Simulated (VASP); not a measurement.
# Sr (P6_3/mmc) in VASP: notebook, part 2 of 2

VASP 6.6.1. Earlier steps stand in the parts before.

## Step 3: Core levels, r2SCAN, spin-orbit coupling, no magnetisation

The input, INCAR:

```
SYSTEM = Sr
PREC = Accurate
ENCUT = 520
EDIFF = 1E-6
ISMEAR = 1
SIGMA = 0.1
LREAL = .False.
LASPH = .True.
NELM = 80
ALGO = Normal
ISIF = 2
LWAVE = .False.
LCHARG = .False.
MAGMOM = 0 0 0 0 0 0
LORBIT = 11
LSORBIT = .True.
GGA_COMPAT = .False.
METAGGA = R2SCAN
LMIXTAU = .True.
ICORELEVEL = 1
```

The input, KPOINTS:

```
regular mesh
0
Gamma
  5 5 3
  0 0 0
```

The input, POSCAR:

```
Sr
4.31
    1.000000000000      0.000000000000      0.000000000000
   -0.500000000000      0.866025403782      0.000000000000
    0.000000000000      0.000000000000      1.635730858469
Sr
2
Direct
    0.6666666667      0.3333333333      0.7500000000
    0.3333333333      0.6666666667      0.2500000000
```

Potentials or basis: VASP PAW PBE potentials, release 64 (Sr_sv).

The run is started by

```
> cat potpaw_PBE.64/Sr_sv/POTCAR > POTCAR
> mpirun -np 1 vasp_ncl > vasp.out
```

OUTCAR:

```text
SYSTEM = Sr
   PREC = Accurate
   ENCUT = 520
   EDIFF = 1E-6
   ISMEAR = 1
   LREAL = .False.
   LASPH = .True.
   NELM = 80
   ISIF = 2
   LORBIT = 11
   LSORBIT = .True.
   METAGGA = R2SCAN

 ion  position               nearest neighbor table
   1  0.667  0.333  0.750-   2 4.31   2 4.31   2 4.31   2 4.31   2 4.31   2 4.31
   2  0.333  0.667  0.250-   1 4.31   1 4.31   1 4.31   1 4.31   1 4.31   1 4.31

  LATTYP: Found a hexagonal cell.
 ALAT       =     4.3100000000
 C/A-ratio  =     1.6357308585

  Lattice vectors:

 A1 = (   4.3100000000,   0.0000000000,   0.0000000000)
 A2 = (  -2.1550000000,   3.7325694903,   0.0000000000)
 A3 = (   0.0000000000,   0.0000000000,   7.0500000000)

Analysis of symmetry for initial positions (statically):
=====================================================================
 Subroutine PRICEL returns:
 Original cell was already a primitive cell.

 Routine SETGRP: Setting up the symmetry group for a
 hexagonal supercell.

 Subroutine GETGRP returns: Found 24 space group operations
 (whereof 12 operations were pure point group operations)
 out of a pool of 24 trial point group operations.
[... 520 lines left out ...]
     0.0000000     0.0000000     0.0000000     0.0000000     0.0000000     0.0000000     0.0000000
     0.0000000     0.0000000     0.0000000     0.0000000     0.0000000     0.0000000     0.0000000
     0.0000000     0.0000000     0.0000000     0.0000000     0.0000000     0.0000000     0.0000000
     0.0000000     0.0000000     0.0000000     0.0000000     0.0000000     0.0000000     0.0000000
     0.0000000     0.0000000     0.0000000     0.0000000     0.0000000     0.0000000     0.0000000

 Ion:    2  E_soc:     -0.1642459
 l=   1
     0.0000000    -0.0274006    -0.0273233
    -0.0274006     0.0000000    -0.0274006
    -0.0273233    -0.0274006     0.0000000
 l=   2
     0.0000000     0.0000035     0.0000000     0.0000035    -0.0000046
     0.0000035     0.0000000    -0.0000032    -0.0000016     0.0000035
     0.0000000    -0.0000032     0.0000000    -0.0000032     0.0000000
     0.0000035    -0.0000016    -0.0000032     0.0000000     0.0000035
    -0.0000046     0.0000035     0.0000000     0.0000035     0.0000000
 l=   3
     0.0000000     0.0000000     0.0000000     0.0000000     0.0000000     0.0000000     0.0000000
     0.0000000     0.0000000     0.0000000     0.0000000     0.0000000     0.0000000     0.0000000
     0.0000000     0.0000000     0.0000000     0.0000000     0.0000000     0.0000000     0.0000000
     0.0000000     0.0000000     0.0000000     0.0000000     0.0000000     0.0000000     0.0000000
     0.0000000     0.0000000     0.0000000     0.0000000     0.0000000     0.0000000     0.0000000
     0.0000000     0.0000000     0.0000000     0.0000000     0.0000000     0.0000000     0.0000000
     0.0000000     0.0000000     0.0000000     0.0000000     0.0000000     0.0000000     0.0000000

 total charge

# of ion       s       p       d       tot
------------------------------------------
    1        2.054   5.833   0.109   7.996
    2        2.054   5.833   0.109   7.996
--------------------------------------------------
tot          4.109  11.666   0.218  15.993

 magnetization (x)

# of ion       s       p       d       tot
------------------------------------------
    1        0.000   0.000  -0.000   0.000
    2        0.000  -0.000  -0.000  -0.000
--------------------------------------------------
tot          0.000  -0.000  -0.000  -0.000

 magnetization (y)

# of ion       s       p       d       tot
------------------------------------------
    1        0.000   0.000  -0.000  -0.000
    2        0.000   0.000  -0.000  -0.000
--------------------------------------------------
tot          0.000   0.000  -0.000  -0.000

 magnetization (z)

# of ion       s       p       d       tot
------------------------------------------
    1        0.000   0.000   0.000   0.000
    2        0.000   0.000   0.000   0.000
--------------------------------------------------
tot          0.000   0.000   0.000   0.000
```

OSZICAR:

```text
N       E                     dE             d eps       ncg     rms          rms(c)
[... 17 lines left out ...]
DAV:  18    -0.303566156844E+02   -0.11245E-03   -0.15395E-04   888   0.600E-02    0.496E-02
DAV:  19    -0.303566490680E+02   -0.33384E-04   -0.41319E-04   568   0.177E-01    0.145E-02
DAV:  20    -0.303565926172E+02    0.56451E-04   -0.10684E-05   524   0.190E-02    0.101E-02
DAV:  21    -0.303565408461E+02    0.51771E-04   -0.97430E-05   568   0.917E-02    0.144E-02
DAV:  22    -0.303565366472E+02    0.41989E-05   -0.81579E-06   596   0.258E-02    0.465E-03
DAV:  23    -0.303565380149E+02   -0.13677E-05   -0.39753E-06   588   0.220E-02    0.197E-03
DAV:  24    -0.303565371825E+02    0.83246E-06   -0.24465E-07   352   0.577E-03
   1 F= -.30356537E+02 E0= -.30356038E+02  d E =-.149887E-02  mag=    -0.0000     0.0000    -0.0000
```

stdout:

```text
POSCAR found type information on POSCAR Sr
 POSCAR found :  1 types and       2 ions
 scaLAPACK will be used
 -----------------------------------------------------------------------------
|                                                                             |
|                                                                             |
|     You enforced a specific xc type in the INCAR file but a different       |
|     I HOPE YOU KNOW WHAT YOU ARE DOING!                                     |
|                                                                             |
 -----------------------------------------------------------------------------

 LDA part: xc-table for (None), standard interpolation
 POSCAR, INCAR and KPOINTS ok, starting setup
 FFT: planning ... GRIDC
 FFT: planning ... GRID_SOFT
 FFT: planning ... GRID
 WAVECAR not read
 entering main loop
```

Wall time 5.1 min (1 thread of Intel Xeon Platinum 8488C (Sapphire Rapids), shared host); peak memory 0.56 GiB.

Results:

```yaml
Free_energy: -30.3565 eV
Pressure: 0.2 GPa
Valence_electrons_inside_the_program's_atomic_spheres: Sr 8.00
```

Core levels (eV, on the scale of the bands):
| atom | levels |
| --- | --- |
| 1 Sr | 1s -16015.9, 2s -2182.6, 2p -1943.8, 3s -341.8, 3p -263.5, 3d -133.7 |
| 2 Sr | 1s -16015.9, 2s -2182.6, 2p -1943.8, 3s -341.8, 3p -263.5, 3d -133.7 |

Caveat: the PAW data sets were made with another functional, which shifts forces and pressure a little.

## Step 4: Density of states, rSCAN (volume scaled by 1.04)

The input, INCAR:

```
ALGO     = Normal         # electronic algorithm
EDIFF    = 1E-6           # SCF threshold, eV
ENCUT    = 500            # plane-wave cutoff, eV
ISIF     = 2              # what is computed and relaxed
ISMEAR   = -5             # smearing method
LASPH    = True           # aspherical terms in the spheres
LCHARG   = False          # write CHGCAR
LMIXTAU  = True         
LORBIT   = 11             # projections on sites
LREAL    = False          # projectors in reciprocal space
LWAVE    = False          # write WAVECAR
METAGGA  = RSCAN          # meta-GGA
NBANDS   = 17             # bands
NEDOS    = 1001           # points of the DOS
NELM     = 60             # most SCF steps
PREC     = Accurate       # precision mode
SIGMA    = 0.05           # smearing width, eV
```

The input, KPOINTS:

```
k-points
0
Gamma
  7 7 4
```

The input, POSCAR:

```
Sr
1.0
    4.3667170305      0.0000000000      0.0000000000
   -2.1833585152      3.7816878795      0.0000000000
    0.0000000000      0.0000000000      7.1427737969
Sr
2
Direct
    0.6666666667      0.3333333333      0.7500000000
    0.3333333333      0.6666666667      0.2500000000
```

Potentials or basis: VASP PAW PBE potentials, release 64 (Sr_sv).

The run is started by

```
> cat potpaw_PBE.64/Sr_sv/POTCAR > POTCAR
> mpirun -np 1 vasp_std > vasp.out
```

OUTCAR:

```text
EDIFF = 1E-6
   ENCUT = 500
   ISIF = 2
   ISMEAR = -5
   LASPH = True
   LORBIT = 11
   LREAL = False
   METAGGA = RSCAN
   NELM = 60
   PREC = Accurate

 ion  position               nearest neighbor table
   1  0.667  0.333  0.750-   2 4.37   2 4.37   2 4.37   2 4.37   2 4.37   2 4.37
   2  0.333  0.667  0.250-   1 4.37   1 4.37   1 4.37   1 4.37   1 4.37   1 4.37

  LATTYP: Found a hexagonal cell.
 ALAT       =     4.3667170305
 C/A-ratio  =     1.6357308584

  Lattice vectors:

 A1 = (   4.3667170305,   0.0000000000,   0.0000000000)
 A2 = (  -2.1833585152,   3.7816878795,   0.0000000000)
 A3 = (   0.0000000000,   0.0000000000,   7.1427737969)

Analysis of symmetry for initial positions (statically):
=====================================================================
 Subroutine PRICEL returns:
 Original cell was already a primitive cell.

 Routine SETGRP: Setting up the symmetry group for a
 hexagonal supercell.

 Subroutine GETGRP returns: Found 24 space group operations
 (whereof 12 operations were pure point group operations)
 out of a pool of 24 trial point group operations.
[... 174 lines left out ...]

 k-point     1 :       0.0000    0.0000    0.0000
  band No.  band energies     occupation
      1     -36.8045      2.00000
      2     -36.7938      2.00000
      3     -18.2418      2.00000
      4     -18.1151      2.00000
      5     -18.1151      2.00000
      6     -18.0935      2.00000
[... 457 lines left out ...]
      4     -18.2215      2.00000
      5     -18.1773      2.00000
      6     -18.1773      2.00000
[... 9 lines left out ...]
     16       4.2814      0.00000
     17       5.7679      0.00000

------------------------ aborting loop because EDIFF is reached ----------------------------------------

  FORCE on cell =-STRESS in cart. coord.  units (eV):
  Direction    XX          YY          ZZ          XY          YZ          ZX
  --------------------------------------------------------------------------------------
  -------------------------------------------------------------------------------------
  Total       -0.3321352     -0.3321352     -0.1013394     -0.0000000      0.0000000      0.0000000
  in kB       -4.5114680     -4.5114680     -1.3765165     -0.0000000      0.0000000      0.0000000
  external PRESSURE =      -3.4664842 kB  Pullay stress =       0.0000000 kB

 VOLUME and BASIS-vectors are now :
 -----------------------------------------------------------------------------
  energy-cutoff  :      500.00
  volume of cell :      117.95
      direct lattice vectors                 reciprocal lattice vectors
     4.366717031  0.000000000  0.000000000     0.229004992  0.132216094  0.000000000
    -2.183358515  3.781687880  0.000000000     0.000000000  0.264432188  0.000000000
     0.000000000  0.000000000  7.142773797     0.000000000  0.000000000  0.140001634

 POSITION                                       TOTAL-FORCE (eV/Angst)
 -----------------------------------------------------------------------------------
      2.18336      1.26056      5.35708        -0.000000      0.000000     -0.000000
     -0.00000      2.52113      1.78569         0.000000     -0.000000      0.000000
 -----------------------------------------------------------------------------------
    total drift:                               -0.000000      0.000000     -0.000000

  FREE ENERGIE OF THE ION-ELECTRON SYSTEM (eV)
  ---------------------------------------------------
  free  energy   TOTEN  =       -53.4766448793 eV

  energy  without entropy=      -53.4766448793  energy(sigma->0) =      -53.47664488

 total charge

# of ion       s       p       d       tot
------------------------------------------
    1        2.055   5.794   0.112   7.961
    2        2.055   5.794   0.112   7.961
--------------------------------------------------
tot          4.110  11.589   0.223  15.922
```

It took 2.5 min on 1 thread of Intel Xeon Platinum 8488C (Sapphire Rapids), shared host; peak memory 0.25 GiB.

Results:

* Free energy: -53.4766 eV
* Pressure: -0.3 GPa
* Band gap on the k mesh: none (metal or under the smearing width)
* Valence electrons inside the program's atomic spheres: Sr 7.96

States per cell in windows of 0.5 eV (zero at the Fermi level; states under -8 eV left out):
| from (eV) | total | Sr1_d | Sr2_d | Sr1_p | Sr2_p | Sr1_s | Sr2_s |
| --- | --- | --- | --- | --- | --- | --- | --- |
| -8.0 | 0.00 | 0.00 | 0.00 | 0.00 | 0.00 | 0.00 | 0.00 |
| -7.5 | 0.00 | 0.00 | 0.00 | 0.00 | 0.00 | 0.00 | 0.00 |
| -7.0 | 0.00 | 0.00 | 0.00 | 0.00 | 0.00 | 0.00 | 0.00 |
| -6.5 | 0.00 | 0.00 | 0.00 | 0.00 | 0.00 | 0.00 | 0.00 |
| -6.0 | 0.00 | 0.00 | 0.00 | 0.00 | 0.00 | 0.00 | 0.00 |
| -5.5 | 0.00 | 0.00 | 0.00 | 0.00 | 0.00 | 0.00 | 0.00 |
| -5.0 | 0.00 | 0.00 | 0.00 | 0.00 | 0.00 | 0.00 | 0.00 |
| -4.5 | 0.00 | 0.00 | 0.00 | 0.00 | 0.00 | 0.00 | 0.00 |
| -4.0 | 0.02 | 0.00 | 0.00 | 0.00 | 0.00 | 0.00 | 0.00 |
| -3.5 | 0.18 | 0.00 | 0.00 | 0.00 | 0.00 | 0.01 | 0.01 |
| -3.0 | 0.31 | 0.00 | 0.00 | 0.00 | 0.00 | 0.01 | 0.01 |
| -2.5 | 0.38 | 0.00 | 0.00 | 0.01 | 0.01 | 0.01 | 0.01 |
| -2.0 | 0.58 | 0.01 | 0.01 | 0.01 | 0.01 | 0.02 | 0.02 |
| -1.5 | 0.76 | 0.02 | 0.02 | 0.01 | 0.01 | 0.02 | 0.02 |
| -1.0 | 1.01 | 0.04 | 0.04 | 0.02 | 0.02 | 0.02 | 0.02 |
| -0.5 | 0.80 | 0.04 | 0.04 | 0.01 | 0.01 | 0.01 | 0.01 |
| 0.0 | 2.37 | 0.18 | 0.18 | 0.05 | 0.05 | 0.00 | 0.00 |
| 0.5 | 1.10 | 0.12 | 0.12 | 0.01 | 0.01 | 0.00 | 0.00 |
| 1.0 | 1.84 | 0.23 | 0.23 | 0.02 | 0.02 | 0.00 | 0.00 |
| 1.5 | 1.99 | 0.29 | 0.29 | 0.02 | 0.02 | 0.00 | 0.00 |
| 2.0 | 1.51 | 0.27 | 0.27 | 0.01 | 0.01 | 0.00 | 0.00 |
| 2.5 | 1.70 | 0.35 | 0.35 | 0.01 | 0.01 | 0.00 | 0.00 |
| 3.0 | 1.06 | 0.23 | 0.23 | 0.01 | 0.01 | 0.00 | 0.00 |
| 3.5 | 1.31 | 0.27 | 0.27 | 0.01 | 0.01 | 0.01 | 0.01 |
| 4.0 | 1.11 | 0.24 | 0.24 | 0.01 | 0.01 | 0.01 | 0.01 |
| 4.5 | 0.00 | 0.00 | 0.00 | 0.00 | 0.00 | 0.00 | 0.00 |
| 5.0 | 0.00 | 0.00 | 0.00 | 0.00 | 0.00 | 0.00 | 0.00 |
| 5.5 | 0.00 | 0.00 | 0.00 | 0.00 | 0.00 | 0.00 | 0.00 |

Caveat: the PAW data sets were made with another functional, which shifts forces and pressure a little; tetrahedron occupations give inexact forces and stress in metals.
